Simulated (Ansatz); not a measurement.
# Stack of TiGe2N4 under honeycomb AsN, shifted by a third of the diagonal in a perpendicular field

Aim: how the stack of TiGe2N4 under honeycomb AsN, shifted by a third of the diagonal screens a field along its normal, and what the field does to its bands. A positive field points along +c.

Method: plane-wave DFT, PBE-D3(BJ), Ansatz PAW, in Ansatz 0.2.0.

## (1) Starting point

The cell holds 9 atoms: 5 N, 2 Ge, 1 Ti and 1 As. Its edges and angles: a = 3.000 Å, b = 3.000 Å, c = 53.972 Å, α = 90.0°, β = 90.0°, γ = 120.0°. Regions: layer 1: TiGe2N4, 7 atoms (4 N, 2 Ge and 1 Ti); layer 2: honeycomb AsN, 2 atoms (1 N and 1 As). Vacuum lies along c.

As a file:

```xyz
9
Lattice="3.0000 0.0000 0.0000 -1.5000 2.5981 0.0000 0.0000 0.0000 53.9724" Properties=species:S:1:pos:R:3
N     0.0000    0.0000   21.2500
Ge    0.0000    1.7321   21.8378
N     0.0000    1.7321   23.6778
Ti    0.0000    0.0000   24.9012
N     0.0000    1.7321   26.1246
Ge    0.0000    1.7321   27.9646
N     0.0000    0.0000   28.5524
N     0.0000    0.0000   31.7524
As    1.5000    0.8660   32.7224
```

## (2) Relaxing the slab

The starting cell is a guess, so the in-plane lattice and the atoms are relaxed first, with the slab cut off from its images along the normal.

Input file input.yaml:

```yaml
crystal:
  lattice:
    - [3.0, 0.0, 0.0]
    - [-1.5, 2.5980762114, 0.0]
    - [0.0, 0.0, 53.9723765642]
  atoms:
    - { symbol: "N", position: [0.0, 0.0, 0.393719924] }
    - { symbol: Ge, position: [0.3333333333, 0.6666666667, 0.4046100156] }
    - { symbol: "N", position: [0.3333333333, 0.6666666667, 0.4387015291] }
    - { symbol: Ti, position: [0.0, 0.0, 0.4613691275] }
    - { symbol: "N", position: [0.3333333333, 0.6666666667, 0.4840367259] }
    - { symbol: Ge, position: [0.3333333333, 0.6666666667, 0.5181282393] }
    - { symbol: "N", position: [0.0, 0.0, 0.5290183309] }
    - { symbol: "N", position: [0.0, 0.0, 0.5883079194] }
    - { symbol: As, position: [0.6666666667, 0.3333333333, 0.606280076] }
  periodic: [true, true, false]
kpoints:
  mp_grid: { grid: [12, 12, 1] }
hamiltonian:
  xc: pbe
  dispersion: d3bj
scf:
  occupations: { method: fermi_dirac, width: 0.05 }
  convergence: { dr2_threshold: 1.0e-09 }
relax:
  f_tol: 0.004
  max_steps: 90
  cell: {}
output:
  write_potential: true
  write_density: true
  volumetric_format: npy
```

On the command line:

```console
ansatz run input.yaml --threads 4 --pin off --max-ram 6144MiB --backend cpu --events-out ev --progress --plain --runs-dir out
```

Numbers of over 12 decimals in the logs are rounded to 6 here.

Output:

```text
Warning: relax.cell: scf.convergence.dr2_threshold = 1e-9 eV is looser than the 1.95201108536e-10 eV advised for a relaxation that steers and ends on the stress (1e-10 eV for each atom of the cell: 9, times the square of relax.cell.stress_2d_tol = 0.05 N/m over 21.5 Å (the atoms' height at the walk's start and 5 Å past either face), 2.329e-2 GPa, over a crystal's default 0.05). What an SCF threshold leaves in a stress goes as its square root, and in the free energy as the threshold itself, and one threshold admits the most on a small cell: [figures from the program's tests cut] Set scf.convergence.dr2_threshold to 1.95201108536e-10 eV or tighter. [rest of the remark cut]
Engine: ansatz 0.2.0, aarch64-unknown-linux-gnu
Pseudopotentials: kind: paw
Pseudopotential: N, paw, valence charge 5, recommended cutoff 420 eV (normal), N.paw.azcp
Pseudopotential: Ge, paw, valence charge 14, recommended cutoff 420 eV (normal), Ge.paw.azcp
Pseudopotential: Ti, paw, valence charge 12, recommended cutoff 420 eV (normal), Ti.paw.azcp
Pseudopotential: As, paw, valence charge 15, recommended cutoff 420 eV (normal), As.paw.azcp
Functional definition: PBE
  parameter kappa = 0.804
  parameter beta = 0.066725
  exchange = pbe_x(kappa = kappa, mu = beta*pi^2/3)
  correlation = pbe_c(beta = beta)
Crystal: 9 atoms, lattice volume = 420.673 Å³
Basis set: ecut = 420 eV, 7981 PW (Γ), exchange–correlation on 48×48×750 points (8 copies of the dense FFT grid, shifted against one another)
Bands: 49, of which v1, the nominal top of the filled ones, is band 40 counted from 1 (39 counted from 0)
Symmetry: 6 space group operations
Space group: P3m1 (ITA 156), of the structure as read, at distance tolerance 7.5e-5 Å
k-points: 19 of 144 (time reversal used)
Non-local potential: N, projectors of the file, l = 0: 2, l = 1: 2, l = 2: 1
Non-local potential: Ge, projectors of the file, l = 0: 2, l = 1: 2, l = 2: 3, l = 3: 1
Non-local potential: Ti, projectors of the file, l = 0: 3, l = 1: 2, l = 2: 3, l = 3: 1
Non-local potential: As, projectors of the file, l = 0: 2, l = 1: 2, l = 2: 3, l = 3: 1
PAW form: soft (Blöchl's): semilocal exchange-correlation on the pseudo side does not see the compensation charge
PAW one-centre angular grid: N, 110 points (default); XC on 64 Gauss nodes
PAW one-centre angular grid: Ge, 590 points (default); XC on 64 Gauss nodes
PAW one-centre angular grid: Ti, 590 points (default); XC on 64 Gauss nodes
PAW one-centre angular grid: As, 590 points (default); XC on 64 Gauss nodes
Initial density: superposition of atomic densities (neutral atoms: chi_scale 0, normalization atom), corrected by the library's trained network
Initial wavefunctions: pseudopotential atomic-orbital guess
Functional: x = pbe(κ = 0.804, μ = 0.219515), c = pbe(β = 0.066725)
SCF iter   1: F=—  HF=-17868.826980 eV  |F-HF|=—  |Δ(HF+E_count)|=         —  Δρ=2.79e-3  dr2=7.91e-2  ethr=1.77e-3  ⟨swp⟩=10.3  Hψ=5138  notcnv=0  defer=35
preconditioner: auto → Resta (q_TF=auto, 2.069 Å⁻¹)  ε∞=1.8  [insulator: Δε(μ)=1.235 eV  Ē_g=16.216 eV  σ=0.050 eV  W_gap=1.00  n_scr=34 (ndim 8)  ℏωp=14.3 eV  f_vac=0.723  D(μ)=0.00/eV (n_scr^D=0)  ε∞_Penn≈1.8  vacuum switching on, ρ_ref=1.9e-2 e/Å³]
SCF iter   2: F=—  HF=-17868.822161 eV  |F-HF|=—  |Δ(HF+E_count)|=   4.82e-3  Δρ=3.58e-3  dr2=1.11e-1  ethr=9.89e-5  ⟨swp⟩=3.6  Hψ=2022  notcnv=0  defer=54
SCF iter   3: F=—  HF=-17868.814281 eV  |F-HF|=—  |Δ(HF+E_count)|=   7.88e-3  Δρ=1.72e-3  dr2=3.80e-2  ethr=9.89e-5  ⟨swp⟩=3.7  Hψ=1318  notcnv=0  defer=55
SCF iter   4: F=—  HF=-17868.812652 eV  |F-HF|=—  |Δ(HF+E_count)|=   1.63e-3  Δρ=1.02e-3  dr2=1.53e-2  ethr=4.76e-5  ⟨swp⟩=2.7  Hψ=1394  notcnv=0  defer=40
SCF iter   5: F=—  HF=-17868.811301 eV  |F-HF|=—  |Δ(HF+E_count)|=   1.35e-3  Δρ=3.21e-4  dr2=5.80e-4  ethr=1.91e-5  ⟨swp⟩=2.4  Hψ=1270  notcnv=0  defer=40
SCF iter   6: F=—  HF=-17868.811412 eV  |F-HF|=—  |Δ(HF+E_count)|=   1.11e-4  Δρ=1.65e-4  dr2=1.11e-4  ethr=7.25e-7  ⟨swp⟩=3.2  Hψ=1636  notcnv=0  defer=40
SCF iter   7: F=—  HF=-17868.811446 eV  |F-HF|=—  |Δ(HF+E_count)|=   3.41e-5  Δρ=7.13e-5  dr2=1.64e-5  ethr=1.39e-7  ⟨swp⟩=3.1  Hψ=1669  notcnv=0  defer=40
SCF iter   8: F=—  HF=-17868.811391 eV  |F-HF|=—  |Δ(HF+E_count)|=   5.45e-5  Δρ=3.89e-5  dr2=9.88e-6  ethr=2.05e-8  ⟨swp⟩=3.4  Hψ=1907  notcnv=0  defer=40
SCF iter   9: F=—  HF=-17868.811396 eV  |F-HF|=—  |Δ(HF+E_count)|=   4.40e-6  Δρ=1.32e-5  dr2=8.73e-7  ethr=1.23e-8  ⟨swp⟩=2.7  Hψ=1367  notcnv=0  defer=40
SCF iter  10: F=—  HF=-17868.811360 eV  |F-HF|=—  |Δ(HF+E_count)|=   3.62e-5  Δρ=5.06e-6  dr2=8.62e-8  ethr=1.09e-9  ⟨swp⟩=3.4  Hψ=1872  notcnv=0  defer=42
SCF iter  11: F=—  HF=-17868.811360 eV  |F-HF|=—  |Δ(HF+E_count)|=   1.83e-7  Δρ=2.25e-6  dr2=2.20e-8  ethr=1.08e-10  ⟨swp⟩=2.9  Hψ=1710  notcnv=0  defer=42
SCF iter  12: F=—  HF=-17868.811360 eV  |F-HF|=—  |Δ(HF+E_count)|=   2.85e-8  Δρ=1.01e-6  dr2=8.03e-9  ethr=2.74e-11  ⟨swp⟩=3.3  Hψ=1819  notcnv=0  defer=42
SCF iter  13: F=—  HF=-17868.811360 eV  |F-HF|=—  |Δ(HF+E_count)|=   4.14e-9  Δρ=6.85e-7  dr2=8.20e-9  ethr=1.00e-11  ⟨swp⟩=2.9  Hψ=1476  notcnv=0  defer=42
SCF iter  14: F=-17868.811360 eV  HF=-17868.811360 eV  |F-HF|=1.20e-10  |Δ(HF+E_count)|=  7.60e-10  Δρ=2.63e-7  dr2=3.98e-10  ethr=1.25e-12  ⟨swp⟩=10.1  Hψ=6787  notcnv=0
SCF 1 converged in 14 iterations: F = -17868.811360 eV  dr2 = 3.98e-10
  greatest PAW one-centre occupation: 0.999 electrons in one spin orbital (limit 2), on the As atom at site 8 (counted from 0), in its partial waves of l = 2
relax step   1: F+E_penalty+E_count = -17868.81135989 eV  Δ(F+E_penalty+E_count) = +0.000e0 eV  max|allowed force component| = 2.093e0 eV/Å  Δτ_max = 0.0000 Å  P = +4.832 N/m  Ω = 420.673 Å³  fix = [c, alpha, beta]  reactions: c +0.000 N/m  (14 SCF iters, accepted)
Crystal: 9 atoms, lattice volume = 429.837 Å³
Basis set: ecut = 420 eV, 8293 PW (Γ), exchange–correlation on 48×48×750 points (8 copies of the dense FFT grid, shifted against one another)
Initial density: handed on by an earlier stage of this run
Initial wavefunctions: those handed on with the density
iter 1 solved again at ethr=4.85e-4 eV; its pass at ethr=3.10e-3 eV (dr2=3.88e-1 eV) is discarded
SCF iter   1: F=—  HF=-17869.016039 eV  |F-HF|=—  |Δ(HF+E_count)|=         —  Δρ=1.08e-2  dr2=3.89e-1  ethr=4.85e-4  ⟨swp⟩=3.3  Hψ=5359  notcnv=0  defer=1
preconditioner: auto → Resta (q_TF=auto, 2.062 Å⁻¹)  ε∞=1.8  [insulator: Δε(μ)=0.959 eV  Ē_g=16.017 eV  σ=0.050 eV  W_gap=1.00  n_scr=34 (ndim 8)  ℏωp=14.1 eV  f_vac=0.729  D(μ)=0.00/eV (n_scr^D=0)  ε∞_Penn≈1.8  vacuum switching on, ρ_ref=1.9e-2 e/Å³]
[...]
relax step   5: F+E_penalty+E_count = -17868.99497363 eV  Δ(F+E_penalty+E_count) = -3.611e-5 eV  max|allowed force component| = 1.107e-2 eV/Å  Δτ_max = 0.0099 Å  P = +0.032 N/m  Ω = 426.262 Å³  energy of the carried Pulay correction = -3.808e-3 eV  fix = [c, alpha, beta]  reactions: c +0.000 N/m  (11 SCF iters, accepted)
[...]
relax step   6: F+E_penalty+E_count = -17868.99496865 eV  Δ(F+E_penalty+E_count) = +4.980e-6 eV  max|allowed force component| = 2.777e-3 eV/Å  Δτ_max = 0.0047 Å  P = -0.001 N/m  Ω = 426.292 Å³  energy of the carried Pulay correction = -3.829e-3 eV  fix = [c, alpha, beta]  reactions: c -0.000 N/m  (10 SCF iters, accepted)
[...]
relax step   7: F+E_penalty+E_count = -17868.99923537 eV  Δ(F+E_penalty+E_count) = -4.267e-3 eV  max|allowed force component| = 2.460e-3 eV/Å  Δτ_max = 0.0000 Å  P = +0.106 N/m  Ω = 426.292 Å³  fix = [c, alpha, beta]  reactions: c +0.000 N/m  stress off target by 1.06e-1 N/m on what of the cell is left free  SCF on the basis re-selected at this cell (its energy is not comparable with the rows above)  (8 SCF iters)
[...]
relax step   8: F+E_penalty+E_count = -17868.99915362 eV  Δ(F+E_penalty+E_count) = +8.175e-5 eV  max|allowed force component| = 1.974e-3 eV/Å  Δτ_max = 0.0027 Å  P = +0.005 N/m  Ω = 426.426 Å³  energy of the carried Pulay correction = -9.156e-5 eV  fix = [c, alpha, beta]  reactions: c +0.000 N/m  (9 SCF iters, accepted)
iter 1 solved again at ethr=1.93e-7 eV; its pass at ethr=3.10e-3 eV (dr2=1.54e-4 eV) is discarded
SCF iter   1: F=—  HF=-17868.997607 eV  |F-HF|=—  |Δ(HF+E_count)|=         —  Δρ=5.41e-5  dr2=2.74e-7  ethr=1.93e-7  ⟨swp⟩=6.4  Hψ=9265  notcnv=0
preconditioner: auto → Resta (q_TF=auto, 2.064 Å⁻¹)  ε∞=1.8  [insulator: Δε(μ)=1.257 eV  Ē_g=16.077 eV  σ=0.050 eV  W_gap=1.00  n_scr=34 (ndim 8)  ℏωp=14.2 eV  f_vac=0.723  D(μ)=0.00/eV (n_scr^D=0)  ε∞_Penn≈1.8  vacuum switching on, ρ_ref=1.9e-2 e/Å³]
SCF iter   2: F=—  HF=-17868.998592 eV  |F-HF|=—  |Δ(HF+E_count)|=   9.86e-4  Δρ=2.71e-5  dr2=1.15e-7  ethr=3.42e-10  ⟨swp⟩=4.5  Hψ=2811  notcnv=0
SCF iter   3: F=—  HF=-17868.999092 eV  |F-HF|=—  |Δ(HF+E_count)|=   4.99e-4  Δρ=1.01e-5  dr2=3.27e-7  ethr=1.44e-10  ⟨swp⟩=4.4  Hψ=2102  notcnv=0  recentre
SCF iter   4: F=—  HF=-17868.999227 eV  |F-HF|=—  |Δ(HF+E_count)|=   1.35e-4  Δρ=2.18e-6  dr2=6.29e-8  ethr=1.44e-10  ⟨swp⟩=2.9  Hψ=1387  notcnv=0
SCF iter   5: F=—  HF=-17868.999237 eV  |F-HF|=—  |Δ(HF+E_count)|=   9.64e-6  Δρ=6.53e-7  dr2=4.78e-9  ethr=7.87e-11  ⟨swp⟩=2.9  Hψ=1282  notcnv=0
iter 6 met the thresholds in force, and the SCF goes on: an eigenvalue changes by 1.55 meV, over its tolerance of 1.19 meV (output.eigenvalues, Limitations)
SCF iter   6: F=-17868.999239 eV  HF=-17868.999238 eV  |F-HF|=3.28e-7  |Δ(HF+E_count)|=   1.85e-6  Δρ=2.00e-7  dr2=3.09e-10  ethr=1.25e-12  ⟨swp⟩=13.9  Hψ=7914  notcnv=0
SCF iter   7: F=-17868.999239 eV  HF=-17868.999239 eV  |F-HF|=5.30e-8  |Δ(HF+E_count)|=   2.73e-7  Δρ=8.77e-8  dr2=7.37e-11  ethr=1.00e-12  ⟨swp⟩=8.8  Hψ=6063  notcnv=0
SCF 9 converged in 7 iterations: F = -17868.999239 eV  dr2 = 7.37e-11
relax step   9: F+E_penalty+E_count = -17868.99923874 eV  Δ(F+E_penalty+E_count) = -8.513e-5 eV  max|allowed force component| = 1.985e-3 eV/Å  Δτ_max = 0.0000 Å  P = +0.006 N/m  Ω = 426.426 Å³  fix = [c, alpha, beta]  reactions: c +0.000 N/m  stress off target by 5.76e-3 N/m on what of the cell is left free  SCF on the basis re-selected at this cell (its energy is not comparable with the rows above)  (7 SCF iters)
basis re-selected at this cell: Δ(F+E_penalty+E_count) = -8.513e-5 eV, ΔP = +0.001 N/m vs the last step (what re-selecting the basis moved, of the pressure what is left beyond the Pulay correction that the steps carried, after the strain that the cell walked since its last selection, with what the two solves' SCF thresholds leave and, on support functions, any second-order correction that the steps lacked; it is no m [...]
WARN: The output density's exchange-correlation potential varies sharply where the density is thin. Do not read a vacuum level from v_tot or v_xc, or from such a field of the output density. On a cell that repeats whose density bears no net charge and no dipole along the vacuum's axis use v_es (v_loc + v_h of the components); under efield.dipole_correction with no amplitude use v_es + v_field, which holds any externa [...]
SCF converged after 7 iterations
an eigenvalue changed by more than its tolerance at an iteration that met the thresholds in force, so the SCF went on 1 time: the last check found none over its tolerance
Free energy (F): -17868.999239 eV
Harris-Foulkes:  -17868.999239 eV  (|F-HF|=5.30e-8)
Internal energy: -17868.999237 eV  (E = F + TS)
E sigma→0 (E₀):  -17868.999238 eV
Entropy (-TS):   -0.000002 eV (-0.000 meV/atom)
Fermi energy:    -5.387860 eV
--- Per-component energies (eV) ---
  E_band       = -1898.147222
  E_kinetic    = 1249.770433
  E_local      = -658989.324843  (includes V_loc(G=0)·N_el)
  E_nonlocal   = 411.349125
  E_hartree    = 328406.825945
  E_xc         = -627.999171
  E_vxc        = -712.323724  (∫ρ·V_xc dr)
  E_paw        = -7565.238332  (= ΣΔE_a)
  E_vpaw       = -671.275831  (= ΣTr[D̂ρ^β])
  E_aug_tail   = 0.001005  (compensation charges beyond the density's cutoff)
  E_ewald      = 319247.705579
  E_disp       = -2.088979  (pairwise vdW)
  E_smearing   = -0.000002  (= −TS)
  E_closure    = 0.000000  (closes the sum)
  Σ components = -17868.999239   (vs F -17868.999239, Δ=0.00e0)
--- Forces (eV/Å), atoms counted from 1 ---
  atom   1  N      0.00000000    -0.00000000     0.00032562
  atom   2  Ge     0.00000000     0.00000000    -0.00027582
  atom   3  N     -0.00000000     0.00000000    -0.00003258
  atom   4  Ti     0.00000000    -0.00000000    -0.00015453
  atom   5  N      0.00000000    -0.00000000     0.00015758
  atom   6  Ge    -0.00000000     0.00000000     0.00015297
  atom   7  N      0.00000000    -0.00000000    -0.00008517
  atom   8  N     -0.00000000     0.00000000    -0.00198550
  atom   9  As     0.00000000     0.00000000     0.00189529
  max |Σ_I F_I| component: 2.14e-6 eV/Å
--- 2D stress c σ (N/m, compression-positive) ---
        0.005761      -0.000000      -0.000000
       -0.000000       0.005761      -0.000000
       -0.000000      -0.000000       0.000000
  P = ½ c Tr σ = 0.0058 N/m
--- Band table (eV; the first three rows and the last of 19) ---
  k-point 0: bands = [... 36 lower, -6.8565, -6.5947, -6.5947, -6.1149, -4.3608, -4.0856, -2.5180, -2.3793, ... 5 higher]
  k-point 1: bands = [... 36 lower, -6.8503, -6.7032, -6.6403, -6.0017, -3.9246, -3.8264, -2.4840, -2.3806, ... 5 higher]
  k-point 2: bands = [... 36 lower, -7.1271, -6.9771, -6.5491, -6.0379, -4.0426, -3.2136, -2.4346, -2.3180, ... 5 higher]
  k-point 18: bands = [... 36 lower, -8.1111, -7.8688, -6.8863, -6.3318, -4.3507, -3.6896, -3.1961, -1.6299, ... 5 higher]
  the weakly bound empty levels are not read free of the cell's end (no_gap_told)
--- Relaxed structure (7 steps of the walk, 7 accepted, 2 SCFs on fresh bases) ---
  F+E_penalty+E_count = -17868.99923874 eV   max|allowed force component| = 1.985e-3 eV/Å   (the final SCF, on the basis selected at the relaxed cell)
  cell:  # Å, volume = 426.4257 Å³
    - [3.020443, 0, 0]
    - [-1.510221, 2.615780, 0]
    - [0, 0, 53.9723765642]
  atoms:
    - { symbol: N, position: [-8.657343800818396e-18, -2.5585386575171955e-17, 0.393394] }
    - { symbol: Ge, position: [0.333333, 0.666667, 0.405093] }
    - { symbol: N, position: [0.333333, 0.666667, 0.439845] }
    - { symbol: Ti, position: [-8.545019031323202e-18, -2.5585386575171965e-17, 0.461128] }
    - { symbol: N, position: [0.333333, 0.666667, 0.482404] }
    - { symbol: Ge, position: [0.333333, 0.666667, 0.517143] }
    - { symbol: N, position: [-8.513373171947018e-18, -2.5585386575171955e-17, 0.528801] }
    - { symbol: N, position: [-6.595412885365091e-18, -2.5585386575171888e-17, 0.589531] }
    - { symbol: As, position: [0.666667, 0.333333, 0.606833] }
```

Wall time 1.8 min (4 threads of Arm Neoverse V2, shared host); peak memory 1.1 GiB; 7.1 min of CPU time.

Step by step:

```
step  energy less that of the first step (eV)  largest force component (eV/Å)  volume (Å³)
   1                                   0.0000                          2.0931       420.67
   2                                  -0.1283                          0.4350       429.84
   3                                  -0.1800                          0.1721       426.28
   4                                  -0.1836                          0.0469       425.96
   5                                  -0.1836                          0.0111       426.26
   6                                  -0.1836                          0.0028       426.29
  7*                                  -0.1879                          0.0025       426.29
   8                                  -0.1878                          0.0020       426.43
  9*                                  -0.1879                          0.0020       426.43
```

Relaxation steps marked * repeat the geometry before them on a plane-wave basis chosen anew for their cell, so energy and pressure can jump there.

The run keeps the 6 symmetry operations that it works with, so distortions that break them were not tested.

```
cell as run  before  after  change
      a (Å)   3.000  3.020  +0.7 %
      b (Å)   3.000  3.020  +0.7 %
```

The atoms that moved most (Å, along periodic axes as changes of fractional coordinates times the final cell, across vacuum about the mean position):

```
atom     dx     dy      dz  length
  N5  0.000  0.000  -0.088   0.088
  N8  0.000  0.000   0.066   0.066
  N3  0.000  0.000   0.062   0.062
 Ge6  0.000  0.000  -0.053   0.053
 As9  0.000  0.000   0.030   0.030
 Ge2  0.000  0.000   0.026   0.026
  N1  0.000  0.000  -0.018   0.018
 Ti4  0.000  0.000  -0.013   0.013
```

Final coordinates:

```xyz
9
Lattice="3.0204 0.0000 0.0000 -1.5102 2.6158 0.0000 0.0000 0.0000 53.9724" Properties=species:S:1:pos:R:3
N     0.0000    0.0000   21.2324
Ge    0.0000    1.7439   21.8639
N     0.0000    1.7439   23.7395
Ti    0.0000    0.0000   24.8882
N     0.0000    1.7439   26.0365
Ge    0.0000    1.7439   27.9114
N     0.0000    0.0000   28.5406
N     0.0000    0.0000   31.8184
As    1.5102    0.8719   32.7522
```

The lattice constant a goes from 3.000 to 3.020 Å.

(Continued in part 2 of 3.)

[Logs are printed without paths, hosts, clocks, repeated set-up lines and the standing remarks that a program may print on its own settings, such as how far it seeks lower states.]

[Hosts, paths, dates, database ids (printed as entryN), source tags and the programs' standing remarks are cut or masked in the printed files.]

[Maps of the electrostatic potential energy from Ansatz leave out the sawtooth potential of an applied field or a dipole correction, so their vacuum need not be flat; planar profiles and work functions include it.]
